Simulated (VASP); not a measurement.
# MgSe (Fm-3m) in VASP: settings compared

The runs below take MgSe through electrostatic potential, with r2SCAN, PBE0.

Program: VASP 6.6.1. These are calculated values, not measurements. Logs are shortened: lines on timing, memory, paths and dates and some standing lists are left out, and cuts for length are marked.

## 1. The structure

Symmetry: Fm-3m, No. 225, cubic system. The conventional cell has a = 5.504 Å, b = 5.504 Å, c = 5.504 Å, α = 90.00°, β = 90.00°, γ = 90.00°. Mg (site symmetry m-3m) has 6 Se at 2.75 Å as nearest neighbours. Se (site symmetry m-3m) is surrounded by 6 Mg at 2.75 Å.

The cell was built by a generator and needn't be a form met in nature.

## 2. Electrostatic potential, r2SCAN

The input, INCAR:

```
SYSTEM = MgSe
PREC = Accurate
ENCUT = 520
EDIFF = 1E-7
ISMEAR = 0
SIGMA = 0.02
LREAL = .False.
LASPH = .True.
NELM = 100
ALGO = Normal
ISIF = 2
LWAVE = .False.
LCHARG = .True.
METAGGA = R2SCAN
LMIXTAU = .True.
LVHAR = .True.
KPAR = 4
```

The input, KPOINTS:

```
regular mesh
0
Gamma
  8 8 8
  0 0 0
```

The input, POSCAR:

```
MgSe                                    
1.0
    0.0000000000      2.7521758938      2.7521758938
    2.7521758938      0.0000000000      2.7521758938
    2.7521758938      2.7521758938      0.0000000000
  Mg              Se            
     1     1
Direct
     0.0000000000000000    0.0000000000000000    0.0000000000000000
     0.5000000000000000    0.5000000000000000    0.5000000000000000
```

Potentials or basis: VASP PAW PBE potentials, release 64 (Mg, Se).

Run with:

```console
$ cat potpaw_PBE.64/Mg/POTCAR potpaw_PBE.64/Se/POTCAR > POTCAR
$ mpirun -np 4 vasp_std > vasp.out
```

OUTCAR:

```text
SYSTEM = MgSe
   PREC = Accurate
   ENCUT = 520
   EDIFF = 1E-7
   ISMEAR = 0
   LREAL = .False.
   LASPH = .True.
   NELM = 100
   ISIF = 2
   METAGGA = R2SCAN

 ion  position               nearest neighbor table
   1  0.000  0.000  0.000-   2 2.75   2 2.75   2 2.75   2 2.75   2 2.75   2 2.75
   2  0.500  0.500  0.500-   1 2.75   1 2.75   1 2.75   1 2.75   1 2.75   1 2.75

  LATTYP: Found a face centered cubic cell.
 ALAT       =     5.5043517876

  Lattice vectors:

 A1 = (   0.0000000000,   2.7521758938,   2.7521758938)
 A2 = (   2.7521758938,   0.0000000000,   2.7521758938)
 A3 = (   2.7521758938,   2.7521758938,   0.0000000000)

Analysis of symmetry for initial positions (statically):
=====================================================================
 Subroutine PRICEL returns:
 Original cell was already a primitive cell.

 Routine SETGRP: Setting up the symmetry group for a
 face centered cubic supercell.

 Subroutine GETGRP returns: Found 48 space group operations
 (whereof 48 operations were pure point group operations)
 out of a pool of 48 trial point group operations.

The static configuration has the point symmetry O_h .

Analysis of symmetry for dynamics (positions and initial velocities):
=====================================================================
 Subroutine PRICEL returns:
 Original cell was already a primitive cell.

 Routine SETGRP: Setting up the symmetry group for a
 face centered cubic supercell.

 Subroutine GETGRP returns: Found 48 space group operations
 (whereof 48 operations were pure point group operations)
 out of a pool of 48 trial point group operations.

The dynamic configuration has the point symmetry O_h .

 Subroutine INISYM returns: Found 48 space group operations
 (whereof 48 operations are pure point group operations),
 and found     1 'primitive' translations

----------------------------------------------------------------------------------------

                                     Primitive cell

  volume of cell :      41.6926

  direct lattice vectors                    reciprocal lattice vectors
     0.000000000  2.752175894  2.752175894    -0.181674435  0.181674435  0.181674435
     2.752175894  0.000000000  2.752175894     0.181674435 -0.181674435  0.181674435
     2.752175894  2.752175894  0.000000000     0.181674435  0.181674435 -0.181674435

  length of vectors
     3.892164475  3.892164475  3.892164475     0.314669352  0.314669352  0.314669352

  position of ions in fractional coordinates (direct lattice)
     0.000000000  0.000000000  0.000000000
     0.500000000  0.500000000  0.500000000

  ion indices of the primitive-cell ions
   primitive index   ion index
                 1           1
                 2           2

----------------------------------------------------------------------------------------

 KPOINTS: regular mesh

Automatic generation of k-mesh.
 Grid dimensions read from file:
 generate k-points for:    8    8    8

 Generating k-lattice:

  Cartesian coordinates                     Fractional coordinates (reciprocal lattice)
    -0.022709304  0.022709304  0.022709304     0.125000000  0.000000000  0.000000000
     0.022709304 -0.022709304  0.022709304     0.000000000  0.125000000  0.000000000
     0.022709304  0.022709304 -0.022709304     0.000000000  0.000000000  0.125000000

  Length of vectors
     0.039333669  0.039333669  0.039333669

  Shift w.r.t. Gamma in fractional coordinates (k-lattice)
     0.000000000  0.000000000  0.000000000

 Subroutine IBZKPT returns following result:
 ===========================================

 Found     29 irreducible k-points:

 Following reciprocal coordinates:
            Coordinates               Weight
  0.000000  0.000000  0.000000      1.000000
  0.125000  0.000000  0.000000      8.000000
  0.250000  0.000000  0.000000      8.000000
  0.375000  0.000000  0.000000      8.000000
  0.500000  0.000000  0.000000      4.000000
  0.125000  0.125000  0.000000      6.000000
[... 16 lines left out ...]
  0.500000  0.250000  0.125000     48.000000
 -0.375000  0.250000  0.125000     24.000000
 [... further k-points ...]
   k-points           NKPTS =     29   k-points in BZ     NKDIM =     29   number of bands    NBANDS=      8
   number of dos      NEDOS =    301   number of ions     NIONS =      2
   total plane-waves  NPLWV =  27000
   dimension x,y,z NGX =    30 NGY =   30 NGZ =   30
   dimension x,y,z NGXF=    60 NGYF=   60 NGZF=   60
   ions per type =               1   1
   NGX,Y,Z   is equivalent  to a cutoff of  12.81, 12.81, 12.81 a.u.
   NGXF,Y,Z  is equivalent  to a cutoff of  25.63, 25.63, 25.63 a.u.
 SYSTEM =  MgSe
   PREC   = accura    normal or accurate (medium, high low for compatibility)
   ISTART =      0    job   : 0-new  1-cont  2-samecut
   ICHARG =      2    charge: 1-file 2-atom 10-const
   ISPIN  =      1    spin polarized calculation?
   LNONCOLLINEAR =      F non collinear calculations
   LSORBIT =      F    spin-orbit coupling
   LASPH  =      T    aspherical Exc in radial PAW
   ENCUT  =  520.0 eV  38.22 Ry    6.18 a.u.   7.24  7.24  7.24*2*pi/ulx,y,z
   NELM   =    100;   NELMIN=  2; NELMDL= -5     # of ELM steps
   EDIFF  = 0.1E-06   stopping-criterion for ELM
   LREAL  =      F    real-space projection
   EDIFFG = 0.1E-05   stopping-criterion for IOM
   NSW    =      0    number of steps for IOM
   IBRION =     -1    ionic relax: 0-MD 1-quasi-New 2-CG
   NFREE  =      0    steps in history (QN), initial steepest desc. (CG)
   ISIF   =      2    stress and relaxation
   ISYM   =      2    0-nonsym 1-usesym 2-fastsym
   POTIM  = 0.5000    time-step for ionic-motion
   TEBEG  =    0.0;   TEEND  =   0.0 temperature during run
   PSTRESS=    0.0 pullay stress
   NELECT =       8.0000    total number of electrons
   NUPDOWN=      -1.0000    fix difference up-down
   EMIN   =  10.00;   EMAX   =-10.00  energy-range for DOS
   EFERMI =   0.00;   METHOD = LEGACY
   ISMEAR =     0;   SIGMA  =   0.02  broadening in eV -4-tet -1-fermi 0-gaus
   EFERMI_NEDOS =   21; number of points for ismear=-14 and -15
   IALGO  =     38    algorithm
   IMIX   =      4    mixing-type and parameters
     AMIX     =   0.40;   BMIX     =  1.00
     AMIX_MAG =   1.60;   BMIX_MAG =  1.00
  volume/ion in A,a.u.               =      20.85       140.68
  Fermi-wavevector in a.u.,A,eV,Ry     =   0.944246  1.784367 12.130970  0.891601
  Thomas-Fermi vector in A             =   2.072032
   LORBIT       =      0    0 simple, 1 ext, 2 COOP (PROOUT), +10 PAW based schemes
   METAGGA = R2SCAN    functional components
   LHFCALC =     F    Hartree Fock is set to
   AEXX    =    0.0000 exact exchange contribution
   IVDW    =     0    specifies the selected vdW correction
   LEPSILON=     F    determine dielectric tensor
   LRPA    =     F    only Hartree local field effects (RPA)
 non-spin polarized calculation
 Gauss-broadening in eV      SIGMA  =   0.02
  energy-cutoff  :      520.00
  volume of cell :       41.69
 maximum number of plane-waves:      1139
 NGX is ok and might be reduce to    30
   NGX = 15   NGY = 15   NGZ = 15

 number of electron       7.9999999 magnetization

 Free energy of the ion-electron system (eV)
  ---------------------------------------------------
  ext. energy  EPLUGINS =         0.00000000
  ---------------------------------------------------
  free energy    TOTEN  =       -21.37588256 eV

  energy without entropy =      -21.37588256  energy(sigma->0) =      -21.37588256

 E-fermi :   2.8249     XC(G=0):  -9.7303

 val. band max:        2.7270019907   @ k =   0.0000   0.0000   0.0000
 cond. band min:       5.1362502432   @ k =   0.5000   0.5000   0.0000
 fundamental gap:      2.4092482526
 Fermi energy:         2.8249071137

 k-point     1 :       0.0000    0.0000    0.0000
  band No.  band energies     occupation
      1     -10.4968      2.00000
      2       2.7270      2.00000
      3       2.7270      2.00000
      4       2.7270      2.00000
      5       6.0137      0.00000
      6      10.7623      0.00000
      7      10.7623      0.00000
      8      10.7623      0.00000

 k-point     2 :       0.1250    0.0000    0.0000
  band No.  band energies     occupation
      1     -10.3660      2.00000
      2       1.6018      2.00000
      3       2.6286      2.00000
      4       2.6286      2.00000
      5       6.9142      0.00000
      6      10.4667      0.00000
      7      10.9840      0.00000
      8      10.9840      0.00000

 k-point     3 :       0.2500    0.0000    0.0000
  band No.  band energies     occupation
      1     -10.0173      2.00000
      2      -0.1658      2.00000
      3       2.4135      2.00000
      4       2.4135      2.00000
      5       7.5029      0.00000
      6      10.3902      0.00000
      7      10.3902      0.00000
      8      11.1342      0.00000

 k-point     4 :       0.3750    0.0000    0.0000
  band No.  band energies     occupation
      1      -9.6047      2.00000
      2      -1.5503      2.00000
      3       2.2237      2.00000
      4       2.2237      2.00000
      5       7.3245      0.00000
      6       9.6600      0.00000
      7       9.6601      0.00000
      8      12.1744      0.00000

 k-point     5 :       0.5000    0.0000    0.0000
  band No.  band energies     occupation
      1      -9.4070      2.00000
      2      -2.0862      2.00000
      3       2.1511      2.00000
      4       2.1511      2.00000
      5       7.2101      0.00000
      6       9.4006      0.00000
      7       9.4006      0.00000
      8      12.1525      0.00000
[... 177 lines left out ...]
 k-point    22 :       0.3750    0.2500    0.1250
  band No.  band energies     occupation
      1      -9.7465      2.00000
      2      -0.4204      2.00000
      3       1.2456      2.00000
      4       2.0483      2.00000
      5       8.1840      0.00000
      6       9.3963      0.00000
      7       9.6535      0.00000
      8      11.7650      0.00000

 k-point    23 :       0.5000    0.2500    0.1250
  band No.  band energies     occupation
      1      -9.4012      2.00000
      2      -1.2145      2.00000
      3       0.7180      2.00000
      4       1.7253      2.00000
      5       8.0731      0.00000
      6       9.0594      0.00000
      7      10.5851      0.00000
      8      11.6702      0.00000

 k-point    24 :      -0.3750    0.2500    0.1250
  band No.  band energies     occupation
      1      -9.2407      2.00000
      2      -1.5732      2.00000
      3       0.5803      2.00000
      4       1.5550      2.00000
      5       8.0449      0.00000
      6       8.7699      0.00000
      7      11.0733      0.00000
      8      12.4592      0.00000

 [... further k-points ...]

------------------------ aborting loop because EDIFF is reached ----------------------------------------

  FORCE on cell =-STRESS in cart. coord.  units (eV):
  Direction    XX          YY          ZZ          XY          YZ          ZX
  --------------------------------------------------------------------------------------
  -------------------------------------------------------------------------------------
  Total       -0.3671440     -0.3671440     -0.3671440     -0.0000000      0.0000000     -0.0000000
  in kB      -14.1087460    -14.1087460    -14.1087460     -0.0000000      0.0000000     -0.0000000
  external PRESSURE =     -14.1087460 kB  Pullay stress =       0.0000000 kB

 VOLUME and BASIS-vectors are now :
 -----------------------------------------------------------------------------
  energy-cutoff  :      520.00
  volume of cell :       41.69
      direct lattice vectors                 reciprocal lattice vectors
     0.000000000  2.752175894  2.752175894    -0.181674435  0.181674435  0.181674435
     2.752175894  0.000000000  2.752175894     0.181674435 -0.181674435  0.181674435
     2.752175894  2.752175894  0.000000000     0.181674435  0.181674435 -0.181674435

 POSITION                                       TOTAL-FORCE (eV/Angst)
 -----------------------------------------------------------------------------------
      0.00000      0.00000      0.00000        -0.000000      0.000000      0.000000
      2.75218      2.75218      2.75218         0.000000     -0.000000     -0.000000
 -----------------------------------------------------------------------------------
    total drift:                               -0.000000     -0.000000      0.000000

  FREE ENERGIE OF THE ION-ELECTRON SYSTEM (eV)
  ---------------------------------------------------
  free  energy   TOTEN  =       -21.3758825591 eV

  energy  without entropy=      -21.3758825591  energy(sigma->0) =      -21.37588256
```

Wall time 20 s (4 MPI ranks of AMD EPYC 9R45 (Zen 5), shared host); peak memory 0.15 GiB.

What came out:

* Free energy: -21.3759 eV
* Pressure: -1.4 GPa
* Band gap on the k mesh: 2.41 eV, indirect (least direct gap 3.29 eV)

Levels at points of the mesh, in eV from the valence-band top:
| k point | band 2 | band 3 | band 4 | band 5 | band 6 | band 7 |
| --- | --- | --- | --- | --- | --- | --- |
| (0.00, 0.00, 0.00) | 0.00 | 0.00 | 0.00 | 3.29 | 8.04 | 8.04 |
| (0.50, 0.00, 0.00) | -4.81 | -0.58 | -0.58 | 4.48 | 6.67 | 6.67 |
| (0.50, 0.50, 0.00) | -4.16 | -1.75 | -1.75 | 2.41 | 4.61 | 12.56 |

Caveat: the PAW data sets were made with another functional, which shifts forces and pressure a little. r2SCAN opens gaps a little over a GGA but as a rule still falls short of measured ones.

## 3. Electrostatic potential, PBE0

POSCAR is that of step 2.

The input, INCAR.step1:

```
SYSTEM = MgSe
PREC = Accurate
ENCUT = 520
EDIFF = 1E-5
ISMEAR = 0
SIGMA = 0.02
LREAL = .False.
LASPH = .True.
NELM = 100
ALGO = Normal
ISIF = 2
LWAVE = .True.
GGA = PE
KPAR = 4
```

The input, INCAR.step2:

```
SYSTEM = MgSe
PREC = Accurate
ENCUT = 520
EDIFF = 1E-7
ISMEAR = 0
SIGMA = 0.02
LREAL = .False.
LASPH = .True.
NELM = 100
ALGO = Normal
ISIF = 2
LWAVE = .False.
LCHARG = .True.
GGA = PE
LHFCALC = .True.
AEXX = 0.25
PRECFOCK = Fast
LVHAR = .True.
ISTART = 1
KPAR = 4
```

The input, KPOINTS:

```
regular mesh
0
Gamma
  6 6 6
  0 0 0
```

Potentials or basis: VASP PAW PBE potentials, release 64 (Mg, Se).

Run with:

```console
$ cat potpaw_PBE.64/Mg/POTCAR potpaw_PBE.64/Se/POTCAR > POTCAR
$ cp INCAR.step1 INCAR
$ mpirun -np 4 vasp_std > vasp.out
$ cp INCAR.step2 INCAR
$ mpirun -np 4 vasp_std > vasp.out
```

OUTCAR:

```text
SYSTEM = MgSe
   PREC = Accurate
   ENCUT = 520
   EDIFF = 1E-7
   ISMEAR = 0
   LREAL = .False.
   LASPH = .True.
   NELM = 100
   ISIF = 2
   GGA = PE
   LHFCALC = .True.
   AEXX = 0.25
   PRECFOCK = Fast
   ISTART = 1

 ion  position               nearest neighbor table
   1  0.000  0.000  0.000-   2 2.75   2 2.75   2 2.75   2 2.75   2 2.75   2 2.75
   2  0.500  0.500  0.500-   1 2.75   1 2.75   1 2.75   1 2.75   1 2.75   1 2.75

  LATTYP: Found a face centered cubic cell.
 ALAT       =     5.5043517876

[... 364 lines left out ...]
------------------------ aborting loop because EDIFF is reached ----------------------------------------

  FORCE on cell =-STRESS in cart. coord.  units (eV):
  Direction    XX          YY          ZZ          XY          YZ          ZX
  --------------------------------------------------------------------------------------
  -------------------------------------------------------------------------------------
  Total       -0.4282638     -0.4282638     -0.4282638      0.0000000      0.0000000     -0.0000000
  in kB      -16.4574809    -16.4574809    -16.4574809      0.0000000      0.0000000     -0.0000000
  external PRESSURE =     -16.4574809 kB  Pullay stress =       0.0000000 kB

 VOLUME and BASIS-vectors are now :
 -----------------------------------------------------------------------------
  energy-cutoff  :      520.00
  volume of cell :       41.69
      direct lattice vectors                 reciprocal lattice vectors
     0.000000000  2.752175894  2.752175894    -0.181674435  0.181674435  0.181674435
     2.752175894  0.000000000  2.752175894     0.181674435 -0.181674435  0.181674435
     2.752175894  2.752175894  0.000000000     0.181674435  0.181674435 -0.181674435

 POSITION                                       TOTAL-FORCE (eV/Angst)
 -----------------------------------------------------------------------------------
      0.00000      0.00000      0.00000        -0.000000     -0.000000     -0.000000
      2.75218      2.75218      2.75218         0.000000      0.000000      0.000000
 -----------------------------------------------------------------------------------
    total drift:                               -0.000000     -0.000000     -0.000000

  FREE ENERGIE OF THE ION-ELECTRON SYSTEM (eV)
  ---------------------------------------------------
  free  energy   TOTEN  =        -9.3066816519 eV

  energy  without entropy=       -9.3066816519  energy(sigma->0) =       -9.30668165
```

OUTCAR.step1:

```text
SYSTEM = MgSe
   PREC = Accurate
   ENCUT = 520
   EDIFF = 1E-5
   ISMEAR = 0
   LREAL = .False.
   LASPH = .True.
[... 388 lines left out ...]
      0.00000      0.00000      0.00000        -0.000000     -0.000000      0.000000
      2.75218      2.75218      2.75218         0.000000      0.000000     -0.000000
 -----------------------------------------------------------------------------------
    total drift:                               -0.000000     -0.000000      0.000000

  FREE ENERGIE OF THE ION-ELECTRON SYSTEM (eV)
  ---------------------------------------------------
  free  energy   TOTEN  =        -7.4857624969 eV

  energy  without entropy=       -7.4857624969  energy(sigma->0) =       -7.48576250
```

Wall time 65 s (4 MPI ranks of AMD EPYC 9R45 (Zen 5), shared host); peak memory 0.16 GiB.

Results:

```
Free energy            : -9.3067 eV
Pressure               : -1.6 GPa
Band gap on the k mesh : 3.30 eV, indirect (least direct gap 4.05 eV)
```

Levels at points of the mesh, in eV from the valence-band top:
```
           k point  band 1  band 2  band 3  band 4  band 5  band 6  band 7  band 8
(0.00, 0.00, 0.00)  -14.06    0.00    0.00    0.00    4.05    9.17    9.17    9.17
(0.50, 0.00, 0.00)  -12.88   -5.29   -0.61   -0.61    5.39    7.80    7.80   10.44
(0.50, 0.50, 0.00)  -12.53   -4.55   -1.89   -1.89    3.30    5.59   13.59   14.07
```

Caveat: the PAW data sets were made with another functional, which shifts forces and pressure a little. A k mesh can miss the band edges.
